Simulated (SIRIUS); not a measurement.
The system is ZrC.

```
Zr C
1.0
     0.00000    2.36500    2.36500
     2.36500    0.00000    2.36500
     2.36500    2.36500    0.00000
Zr C
1 1
Direct
  0.50000 0.50000 0.50000
  0.00000 0.00000 0.00000
```

Program: SIRIUS 7.10.0. Alike in all runs: task single point; potentials or basis PseudoDojo 0.4.1 PBE standard (scalar relativistic); no spin polarisation; cell as given; k mesh 10 × 10 × 10; cutoff (eV) 1127; smearing fermi-dirac 0.05 eV.

Order these runs on this cell by their pressure, lowest first.
A. level PBE+U; U Zr d U = 8 eV; form of the Hubbard term simplified (Dudarev); hubbard projectors orthogonalised atomic orbitals; start of the occupations the program's own
B. level PBE+U; U Zr d U = 4 eV; form of the Hubbard term simplified (Dudarev); hubbard projectors orthogonalised atomic orbitals; start of the occupations the program's own
C. level PBE+U; U Zr d U = 6 eV; form of the Hubbard term simplified (Dudarev); hubbard projectors orthogonalised atomic orbitals; start of the occupations the program's own
D. level PBE
E. level PBE+U; U Zr d U = 2 eV; form of the Hubbard term simplified (Dudarev); hubbard projectors orthogonalised atomic orbitals; start of the occupations the program's own

D (-2.8 GPa), E (-0.1 GPa), B (3.0 GPa), C (6.7 GPa), A (11.2 GPa).

Caveats: U without spin polarisation on a metal has little footing (some runs); the U is typed as a test and isn't derived for this compound (some runs).
